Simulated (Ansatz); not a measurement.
**Si (I4_1/amd): from the listed cell to zero pressure**

Aim: the volume at which the pressure of Si (I4_1/amd) vanishes. Whether the element takes this structure at low temperature is a separate question.

Computed with Ansatz 0.2.0 (DFT r²SCAN, scalar-relativistic, plane waves, PAW, unless a step's input says otherwise).

### 1 The structure to begin with

Symmetry: I4_1/amd, No. 141, tetragonal system. Conventional cell: a = 4.743 Å, b = 4.743 Å, c = 2.659 Å, α = 90.00°, β = 90.00°, γ = 90.00°. Si (site symmetry -4m2) is surrounded by 6 Si at 2.46 to 2.66 Å.

Structure file:

```cif
data_structure
_symmetry_space_group_name_H-M 'P 1'
_symmetry_Int_Tables_number 1
_cell_length_a 3.6075
_cell_length_b 3.6075
_cell_length_c 3.6075
_cell_angle_alpha 97.803
_cell_angle_beta 97.803
_cell_angle_gamma 136.757
_cell_volume 29.90
loop_
_atom_site_label
_atom_site_type_symbol
_atom_site_fract_x
_atom_site_fract_y
_atom_site_fract_z
_atom_site_occupancy
Si1 Si 0.25000 0.75000 0.50000 1
Si2 Si 0.50000 0.50000 0.00000 1
```

### 2 First run, at the start cell

Contents of input.yaml:

```yaml
crystal:
  lattice:
    - [-2.3713723045, 2.3713723045, 1.3292653899]
    - [2.3713723045, -2.3713723045, 1.3292653899]
    - [2.3713723045, 2.3713723045, -1.3292653899]
  atoms:
    - { symbol: Si, position: [0.25, 0.75, 0.5] }
    - { symbol: Si, position: [0.5, 0.5, 0.0] }
basis:
  ecutwfc: 420
  ecutrho_ratio: 4
kpoints:
  mp_grid: { grid: [8, 8, 8] }
hamiltonian:
  xc: pbe
scf:
  occupations: { method: gaussian, width: 0.05 }
output:
  forces: true
  stress: true
  eigenvalues: true
relax:
  f_tol: 0.03
  max_steps: 60
  cell: { stress_tol: 0.3 }
```

Launch:

```
$ ansatz run input.yaml --threads 1 --pin off --max-ram 2560MiB --backend cpu --events-out ev --progress --plain --runs-dir out
```

The log of the run (excerpt; [...] marks lines left out):

```text
Warning: RAYON_NUM_THREADS=1 ignored (pool sized by the plan → 1); use --threads N
[...]
Pseudopotentials: kind: paw
Pseudopotential: Si, paw, valence charge 4, recommended cutoff 420 eV (normal), Si.paw.azcp
Functional definition: PBE
[...]
Crystal: 2 atoms, lattice volume = 29.900 Å³
Basis set: ecut = 420 eV, 581 PW (Γ), exchange–correlation on 50×50×50 points (8 copies of the dense FFT grid, shifted against one another)
Bands: 8, of which v1, the nominal top of the filled ones, is band 4 counted from 1 (3 counted from 0)
Symmetry: 16 space group operations
Space group: I41/amd (ITA 141), of the structure as read, at distance tolerance 3.1e-5 Å
k-points: 59 of 512
[...]
SCF iter   1: F=—  HF=-1271.025239 eV  |F-HF|=—  |Δ(HF+E_count)|=         —  Δρ=1.63e-3  dr2=3.10e-4  ethr=1.77e-3  ⟨swp⟩=5.1  Hψ=3826  notcnv=0
[...]
relax step   1: F+E_penalty+E_count = -1271.02550971 eV  Δ(F+E_penalty+E_count) = +0.000e0 eV  max|allowed force component| = 3.469e-18 eV/Å  Δτ_max = 0.0000 Å  P = +3.367 GPa  Ω = 29.900 Å³  (6 SCF iters, dr2 threshold 1.00e-7 eV, accepted)
[...]
relax step   4: F+E_penalty+E_count = -1271.03467208 eV  Δ(F+E_penalty+E_count) = -7.648e-6 eV  max|allowed force component| = 6.939e-18 eV/Å  Δτ_max = 0.0000 Å  P = -0.007 GPa  Ω = 30.821 Å³  energy of the carried Pulay correction = -1.402e-4 eV  (3 SCF iters, accepted)
[...]
relax step   5: F+E_penalty+E_count = -1271.03484614 eV  Δ(F+E_penalty+E_count) = -1.741e-4 eV  max|allowed force component| = 2.776e-17 eV/Å  Δτ_max = 0.0000 Å  P = +0.004 GPa  Ω = 30.821 Å³  stress off target by 6.42e-2 GPa  SCF on the basis re-selected at this cell (its energy is not [...]
SCF converged after 3 iterations
Free energy (F): -1271.034846 eV
[...]
E sigma→0 (E₀):  -1271.033272 eV
Entropy (-TS):   -0.003148 eV (-1.574 meV/atom)
Fermi energy:    9.585934 eV
[...]
--- Forces (eV/Å), atoms counted from 1 ---
  atom   1  Si    -0.00000000    -0.00000000     0.00000000
  atom   2  Si     0.00000000     0.00000000     0.00000000
[...]
--- Stress (GPa, compression-positive) ---
       -0.025480       0.000000      -0.000000
        0.000000      -0.025480       0.000000
        0.000000      -0.000000       0.064191
  P = ⅓ Tr σ = 0.0044 GPa (0.044 kbar)
--- Band table (eV; the first three rows and the last of 59) ---
  k-point 0: bands = ["-4.1054", "7.1804", "7.1804", "7.7692", "11.2312", "16.8850", "18.2732", "18.4526"]
[...]
--- Relaxed structure (4 steps of the walk, 4 accepted, 1 SCFs on fresh bases) ---
  F+E_penalty+E_count = -1271.03484614 eV   max|allowed force component| = 2.776e-17 eV/Å   (the final SCF, on the basis selected at the relaxed cell)
  cell:  # Å, volume = 30.8209 Å³
    - [-2.3908614959373846, 2.3908614959373846, 1.3479567400426582]
    - [2.3908614959373846, -2.3908614959373846, 1.3479567400426582]
    - [2.3908614959373846, 2.3908614959373846, -1.3479567400426582]
  atoms:
    - { symbol: Si, position: [0.24999999999999994, 0.7500000000000001, 0.5000000000000001] }
    - { symbol: Si, position: [0.5, 0.5, -3.5369703778301365e-35] }
```

Wall time 5.5 s (1 thread of Arm Neoverse V1, shared host); peak memory 0.28 GiB.

Relaxation path:

```csv
step,energy from step 1 (meV/atom),largest force component (eV/Å),pressure (GPa),volume (Å³/atom)
1,0.0,0.000,3.37,14.950
2,-4.4,0.000,0.64,15.312
3,-4.6,0.000,0.04,15.401
4,-4.6,0.000,-0.01,15.410
5,-4.7,0.000,0.00,15.410
```

Step 1 is the start. Step 5 repeats the geometry before it on a plane-wave basis chosen anew for the final cell, which shifts the energy by -0.1 meV/atom. The run keeps the 16 symmetry operations that it found, so it can't reach a distortion that breaks them.

In short: volume 15.410 Å³/atom, pressure 0.00 GPa, a metal on this mesh.

### 3 Another level, run 2

Contents of input.yaml:

```yaml
crystal:
  lattice:
    - [-2.3908614959, 2.3908614959, 1.34795674]
    - [2.3908614959, -2.3908614959, 1.34795674]
    - [2.3908614959, 2.3908614959, -1.34795674]
  atoms:
    - { symbol: Si, position: [0.25, 0.75, 0.5] }
    - { symbol: Si, position: [0.5, 0.5, 0.0] }
basis:
  ecutwfc: 500
  ecutrho_ratio: 4
kpoints:
  mp_grid: { grid: [18, 18, 18] }
hamiltonian:
  xc: r2scan
scf:
  occupations: { method: gaussian, width: 0.05 }
output:
  forces: true
  stress: true
  eigenvalues: true
relax:
  f_tol: 0.02
  max_steps: 40
  cell: { stress_tol: 0.2, fix: [volume] }
```

Launch:

```
$ ansatz run input.yaml --threads 1 --pin off --max-ram 2560MiB --backend cpu --events-out ev --progress --plain --runs-dir out
```

The log of the run:

```text
Warning: RAYON_NUM_THREADS=1 ignored (pool sized by the plan → 1); use --threads N
Engine: ansatz 0.2.0, aarch64-unknown-linux-gnu
[... 1 set-up line as earlier in the session ...]
Pseudopotential: Si, paw, valence charge 4, recommended cutoff 500 eV (meta_gga), Si.paw.azcp
Functional definition: r2SCAN
  parameter k0 = 0.174
  parameter k1 = 0.065
  parameter a1 = 4.9479
  exchange = r2scan_x(k0 = k0, k1 = k1, a1 = a1)
  correlation = r2scan_c
Crystal: 2 atoms, lattice volume = 30.821 Å³
Basis set: ecut = 500 eV, 765 PW (Γ), exchange–correlation on 108×108×108 points (64 copies of the dense FFT grid, shifted against one another)
Bands: 8, of which v1, the nominal top of the filled ones, is band 4 counted from 1 (3 counted from 0)
[... 2 set-up lines as earlier in the session ...]
k-points: 480 of 5832
Non-local potential: Si, projectors of the file, l = 0: 2, l = 1: 2, l = 2: 2
PAW form: soft (Blöchl's): semilocal exchange-correlation on the pseudo side does not see the compensation charge
PAW frozen core: Si, regenerated for the run's functional (the file was generated under x = pbe(κ = 0.804, μ = 0.2195149727645171), c = pbe(β = 0.06672455060314922))
PAW one-centre angular grid: Si, 302 points (default); XC on 160 Gauss nodes
Initial density: superposition of atomic densities (neutral atoms: chi_scale 0, normalization atom), corrected by the library's trained network
Initial wavefunctions: pseudopotential atomic-orbital guess
Functional: x = r2scan, c = r2scan; τ floored in thin density (d = 2e-4 eV/Å³)
SCF iter   1: F=—  HF=-1277.234240 eV  |F-HF|=—  |Δ(HF+E_count)|=         —  Δρ=4.19e-3  dr2=3.77e-3  dr2_τ=9.15e-3  ethr=1.77e-3  ⟨swp⟩=5.3  Hψ=32215  notcnv=0
preconditioner: auto → none  [metal: Δε(μ)=0.023 eV  Ē_g=10.695 eV  σ=0.050 eV  W_gap=0.26  n_scr=4 (ndim 8)  ℏωp=18.9 eV  f_vac=0.000  D(μ)=0.71/eV (n_scr^D=4)  sad-step TF]
SCF iter   2: F=—  HF=-1277.276923 eV  |F-HF|=—  |Δ(HF+E_count)|=   4.27e-2  Δρ=3.15e-3  dr2=1.93e-3  dr2_τ=8.83e-6  ethr=4.71e-5  ⟨swp⟩=2.0  Hψ=11419  notcnv=0  defer=106
SCF iter   3: F=—  HF=-1277.278079 eV  |F-HF|=—  |Δ(HF+E_count)|=   1.16e-3  Δρ=4.91e-4  dr2=7.99e-5  dr2_τ=2.65e-6  ethr=2.41e-5  ⟨swp⟩=2.0  Hψ=7439  notcnv=0  defer=106
SCF iter   4: F=—  HF=-1277.278127 eV  |F-HF|=—  |Δ(HF+E_count)|=   4.73e-5  Δρ=3.04e-4  dr2=2.38e-5  dr2_τ=2.52e-7  ethr=9.99e-7  ⟨swp⟩=2.0  Hψ=5395  notcnv=0  defer=106
SCF iter   5: F=—  HF=-1277.278161 eV  |F-HF|=—  |Δ(HF+E_count)|=   3.41e-5  Δρ=3.27e-5  dr2=2.42e-7  dr2_τ=3.35e-9  ethr=2.97e-7  ⟨swp⟩=2.0  Hψ=5654  notcnv=0  defer=106
SCF iter   6: F=-1277.278161 eV  HF=-1277.278161 eV  |F-HF|=1.48e-9  |Δ(HF+E_count)|=   5.50e-7  Δρ=1.63e-6  dr2=3.74e-10  dr2_τ=5.17e-12  ethr=1.25e-9  ⟨swp⟩=6.1  Hψ=20757  notcnv=0
SCF 1 converged in 6 iterations: F = -1277.278161 eV  dr2 = 3.74e-10
relax step   1: F+E_penalty+E_count = -1277.27816117 eV  Δ(F+E_penalty+E_count) = +0.000e0 eV  max|allowed force component| = 2.776e-17 eV/Å  Δτ_max = 0.0000 Å  P = -0.851 GPa  Ω = 30.821 Å³  fix = [volume]  reactions: volume -0.851 GPa  (6 SCF iters, dr2 threshold 1.00e-7 eV, accepted)
Basis set: ecut = 500 eV, 781 PW (Γ), exchange–correlation on 108×108×108 points (64 copies of the dense FFT grid, shifted against one another)
Initial density: handed on by an earlier stage of this run
Initial wavefunctions: those handed on with the density
iter 1 solved again at ethr=1.09e-6 eV; its pass at ethr=3.10e-3 eV (dr2=8.74e-5 eV) is discarded
SCF iter   1: F=—  HF=-1277.279505 eV  |F-HF|=—  |Δ(HF+E_count)|=         —  Δρ=5.11e-4  dr2=8.93e-5  dr2_τ=4.02e-6  ethr=1.09e-6  ⟨swp⟩=2.5  Hψ=33508  notcnv=0
preconditioner: auto → none  [metal: Δε(μ)=0.004 eV  Ē_g=10.661 eV  σ=0.050 eV  W_gap=0.04  n_scr=4 (ndim 8)  ℏωp=18.9 eV  f_vac=0.000  D(μ)=0.73/eV (n_scr^D=4)]
SCF iter   2: F=—  HF=-1277.279495 eV  |F-HF|=—  |Δ(HF+E_count)|=   9.75e-6  Δρ=2.13e-4  dr2=1.46e-5  dr2_τ=1.14e-8  ethr=1.09e-6  ⟨swp⟩=1.0  Hψ=3841  notcnv=0
SCF iter   3: F=-1277.279492 eV  HF=-1277.279492 eV  |F-HF|=4.86e-8  |Δ(HF+E_count)|=   3.57e-6  Δρ=1.77e-5  dr2=6.07e-8  dr2_τ=9.72e-10  ethr=2.50e-9  ⟨swp⟩=3.8  Hψ=20016  notcnv=0
SCF 2 converged in 3 iterations: F = -1277.279492 eV  dr2 = 6.07e-8
relax step   2: F+E_penalty+E_count = -1277.27949160 eV  Δ(F+E_penalty+E_count) = -1.330e-3 eV  max|allowed force component| = 1.041e-17 eV/Å  Δτ_max = 0.0000 Å  P = -0.941 GPa  Ω = 30.821 Å³  energy of the carried Pulay correction = -1.758e-6 eV  fix = [volume]  reactions: volume -0.941 GPa  (3 SCF iters, dr2 threshold 2.00e-7 eV, accepted)
Basis set: ecut = 500 eV, 789 PW (Γ), exchange–correlation on 108×108×108 points (64 copies of the dense FFT grid, shifted against one another)
iter 1 solved again at ethr=1.81e-5 eV; its pass at ethr=3.10e-3 eV (dr2=1.45e-3 eV) is discarded
SCF iter   1: F=—  HF=-1277.280359 eV  |F-HF|=—  |Δ(HF+E_count)|=         —  Δρ=2.09e-3  dr2=1.47e-3  dr2_τ=5.65e-5  ethr=1.81e-5  ⟨swp⟩=1.1  Hψ=35219  notcnv=0
preconditioner: auto → none  [metal: Δε(μ)=0.006 eV  Ē_g=10.669 eV  σ=0.050 eV  W_gap=0.06  n_scr=4 (ndim 8)  ℏωp=18.9 eV  f_vac=0.000  D(μ)=0.87/eV (n_scr^D=4)]
SCF iter   2: F=—  HF=-1277.280163 eV  |F-HF|=—  |Δ(HF+E_count)|=   1.96e-4  Δρ=8.64e-4  dr2=2.39e-4  dr2_τ=1.75e-7  ethr=1.81e-5  ⟨swp⟩=1.0  Hψ=3840  notcnv=0
SCF iter   3: F=—  HF=-1277.280100 eV  |F-HF|=—  |Δ(HF+E_count)|=   6.30e-5  Δρ=6.52e-5  dr2=8.26e-7  dr2_τ=1.29e-8  ethr=2.98e-6  ⟨swp⟩=2.0  Hψ=5499  notcnv=0
SCF iter   4: F=—  HF=-1277.280103 eV  |F-HF|=—  |Δ(HF+E_count)|=   2.88e-6  Δρ=2.10e-5  dr2=6.48e-8  dr2_τ=1.97e-10  ethr=2.50e-9  ⟨swp⟩=5.8  Hψ=21043  notcnv=0
SCF iter   5: F=-1277.280103 eV  HF=-1277.280103 eV  |F-HF|=5.38e-10  |Δ(HF+E_count)|=   9.13e-8  Δρ=1.55e-6  dr2=4.18e-10  dr2_τ=3.25e-12  ethr=8.10e-10  ⟨swp⟩=2.0  Hψ=13444  notcnv=0
SCF 3 converged in 5 iterations: F = -1277.280103 eV  dr2 = 4.18e-10
relax step   3: F+E_penalty+E_count = -1277.28010290 eV  Δ(F+E_penalty+E_count) = -6.113e-4 eV  max|allowed force component| = 1.388e-17 eV/Å  Δτ_max = 0.0000 Å  P = -1.234 GPa  Ω = 30.821 Å³  energy of the carried Pulay correction = -8.142e-6 eV  fix = [volume]  reactions: volume -1.234 GPa  (5 SCF iters, dr2 threshold 2.00e-7 eV, accepted)
iter 1 solved again at ethr=2.71e-6 eV; its pass at ethr=3.10e-3 eV (dr2=2.17e-4 eV) is discarded
SCF iter   1: F=—  HF=-1277.280791 eV  |F-HF|=—  |Δ(HF+E_count)|=         —  Δρ=8.05e-4  dr2=2.20e-4  dr2_τ=8.03e-6  ethr=2.71e-6  ⟨swp⟩=2.5  Hψ=34032  notcnv=0
preconditioner: auto → none  [metal: Δε(μ)=0.015 eV  Ē_g=10.666 eV  σ=0.050 eV  W_gap=0.17  n_scr=4 (ndim 8)  ℏωp=18.9 eV  f_vac=0.000  D(μ)=0.81/eV (n_scr^D=4)]
SCF iter   2: F=—  HF=-1277.280762 eV  |F-HF|=—  |Δ(HF+E_count)|=   2.93e-5  Δρ=3.33e-4  dr2=3.56e-5  dr2_τ=2.66e-8  ethr=2.71e-6  ⟨swp⟩=1.0  Hψ=3840  notcnv=0
SCF iter   3: F=—  HF=-1277.280752 eV  |F-HF|=—  |Δ(HF+E_count)|=   9.34e-6  Δρ=2.25e-5  dr2=1.02e-7  dr2_τ=1.82e-9  ethr=2.50e-9  ⟨swp⟩=4.5  Hψ=24112  notcnv=0
SCF iter   4: F=-1277.280752 eV  HF=-1277.280752 eV  |F-HF|=8.91e-9  |Δ(HF+E_count)|=   7.30e-8  Δρ=7.03e-6  dr2=6.86e-9  dr2_τ=2.38e-11  ethr=1.28e-9  ⟨swp⟩=2.1  Hψ=13572  notcnv=0
SCF 4 converged in 4 iterations: F = -1277.280752 eV  dr2 = 6.86e-9
relax step   4: F+E_penalty+E_count = -1277.28075242 eV  Δ(F+E_penalty+E_count) = -6.495e-4 eV  max|allowed force component| = 1.388e-17 eV/Å  Δτ_max = 0.0000 Å  P = -1.121 GPa  Ω = 30.821 Å³  energy of the carried Pulay correction = -5.767e-6 eV  fix = [volume]  reactions: volume -1.121 GPa  (4 SCF iters, dr2 threshold 2.00e-7 eV, accepted)
Initial wavefunctions: pseudopotential atomic-orbital guess (no wavefunctions were taken with the density)
iter 1 solved again at ethr=6.20e-9 eV; its pass at ethr=3.10e-3 eV (dr2=4.96e-7 eV) is discarded
SCF iter   1: F=—  HF=-1277.280756 eV  |F-HF|=—  |Δ(HF+E_count)|=         —  Δρ=1.02e-5  dr2=8.08e-9  dr2_τ=3.17e-9  ethr=6.20e-9  ⟨swp⟩=3.4  Hψ=44667  notcnv=0
preconditioner: auto → none  [metal: Δε(μ)=0.013 eV  Ē_g=10.666 eV  σ=0.050 eV  W_gap=0.15  n_scr=4 (ndim 8)  ℏωp=18.9 eV  f_vac=0.000  D(μ)=0.82/eV (n_scr^D=4)]
SCF iter   2: F=—  HF=-1277.280756 eV  |F-HF|=—  |Δ(HF+E_count)|=   4.31e-8  Δρ=5.46e-6  dr2=2.40e-9  dr2_τ=8.97e-11  ethr=1.01e-10  ⟨swp⟩=2.1  Hψ=5755  notcnv=0
SCF iter   3: F=-1277.280756 eV  HF=-1277.280756 eV  |F-HF|=1.77e-11  |Δ(HF+E_count)|=   1.71e-8  Δρ=2.33e-7  dr2=9.40e-12  dr2_τ=3.17e-13  ethr=4.00e-12  ⟨swp⟩=3.2  Hψ=16377  notcnv=0
SCF 5 converged in 3 iterations: F = -1277.280756 eV  dr2 = 9.40e-12
relax step   5: F+E_penalty+E_count = -1277.28075587 eV  Δ(F+E_penalty+E_count) = -3.447e-6 eV  max|allowed force component| = 1.388e-17 eV/Å  Δτ_max = 0.0000 Å  P = -1.121 GPa  Ω = 30.821 Å³  fix = [volume]  reactions: volume -1.121 GPa  stress off target by 9.42e-2 GPa on what of the cell is left free  SCF on the basis re-selected at this cell (its energy is not comparable with the rows above)  (3 SCF iters)
basis re-selected at this cell: Δ(F+E_penalty+E_count) = -3.447e-6 eV, ΔP = -0.000 GPa vs the last step (what re-selecting the basis moved, of the pressure what is left beyond the Pulay correction that the steps carried, after the strain that the cell walked since its last selection, with what the two solves' SCF thresholds leave and, on support functions, any second-order correction that the steps lacked; it is no measure of the basis error at this ecutwfc). This SCF's stress stands 9.42e-2 GPa from its target on what of the cell is left free (relax.cell.stress_tol is 2.00e-1 GPa) and its largest allowed force component is 1.39e-17 eV/Å (relax.f_tol is 2.00e-2 eV/Å): within both
SCF converged after 3 iterations
Free energy (F): -1277.280756 eV
Harris-Foulkes:  -1277.280756 eV  (|F-HF|=1.77e-11)
Internal energy: -1277.279735 eV  (E = F + TS)
E sigma→0 (E₀):  -1277.280245 eV
Entropy (-TS):   -0.001021 eV (-0.511 meV/atom)
Fermi energy:    9.561354 eV
--- Per-component energies (eV) ---
  E_band       = 30.864375
  E_kinetic    = 81.786380
  E_local      = -3.705983  (includes V_loc(G=0)·N_el)
  E_nonlocal   = 48.989119
  E_hartree    = 2.497718
  E_xc         = -103.772033
  E_vxc        = -101.069538  (∫ρ·V_xc dr)
  E_paw        = -1038.303360  (= ΣΔE_a)
  E_vpaw       = -4.315966  (= ΣTr[D̂ρ^β])
  E_aug_tail   = 0.000010  (compensation charges beyond the density's cutoff)
  E_vtau       = 4.184922  (kinetic-family band-sum trace: ∫τ·v_τ [+ j·A + Jᵃ·Aᵃ] dr)
  E_ewald      = -264.618719
  E_core_change = -0.152866  (= ΣΔE_core)
  E_smearing   = -0.001021  (= −TS)
  E_closure    = -0.000000  (closes the sum)
  Σ components = -1277.280756   (vs F -1277.280756, Δ=0.00e0)
--- Forces (eV/Å), atoms counted from 1 ---
  atom   1  Si     0.00000000     0.00000000     0.00000000
  atom   2  Si    -0.00000000    -0.00000000    -0.00000000
  max |Σ_I F_I| component: 0.00e0 eV/Å
--- Stress (GPa, compression-positive) ---
       -1.073943       0.000000       0.000000
        0.000000      -1.073943       0.000000
        0.000000      -0.000000      -1.215232
  P = ⅓ Tr σ = -1.1210 GPa (-11.210 kbar)
--- Band table (eV; the first three rows and the last of 480) ---
  k-point 0: bands = ["-4.8387", "6.8573", "6.8573", "7.5055", "11.4892", "17.4555", "18.8684", "18.8684"]
  k-point 1: bands = ["-4.7983", "6.0758", "6.8942", "8.1375", "11.7410", "16.8767", "18.5854", "19.3216"]
  k-point 2: bands = ["-4.6772", "4.9918", "7.0048", "8.7951", "12.4722", "15.9016", "17.9353", "19.1986"]
  k-point 479: bands = ["0.8481", "0.8481", "2.5069", "2.5069", "15.7114", "15.7114", "23.1896", "23.1896"]
--- Relaxed structure (4 steps of the walk, 4 accepted, 1 SCFs on fresh bases) ---
  F+E_penalty+E_count = -1277.28075587 eV   max|allowed force component| = 1.388e-17 eV/Å   (the final SCF, on the basis selected at the relaxed cell)
  cell:  # Å, volume = 30.8209 Å³
    - [-2.408310582981332, 2.408310582981332, 1.3284946266036284]
    - [2.408310582981332, -2.408310582981332, 1.3284946266036284]
    - [2.408310582981332, 2.408310582981332, -1.3284946266036284]
  atoms:
    - { symbol: Si, position: [0.25, 0.7500000000000002, 0.5000000000000001] }
    - { symbol: Si, position: [0.5000000000000001, 0.5000000000000001, 1.179376627887488e-34] }
```

Wall time 99 s (1 thread of Arm Neoverse V1, shared host); peak memory 0.54 GiB.

Relaxation path:

```csv
step,energy from step 1 (meV/atom),largest force component (eV/Å),pressure (GPa),volume (Å³/atom)
1,0.0,0.000,-0.85,15.410
2,-0.7,0.000,-0.94,15.410
3,-1.0,0.000,-1.23,15.410
4,-1.3,0.000,-1.12,15.410
5,-1.3,0.000,-1.12,15.410
```

Step 1 is the start. Step 5 repeats the geometry before it on a plane-wave basis chosen anew for the final cell, which leaves the energy as it was. The run keeps the 16 symmetry operations that it found, so it can't reach a distortion that breaks them.

Read off: volume 15.410 Å³/atom, pressure -1.12 GPa, no gap.

(Part 1 of 2 ends here.)
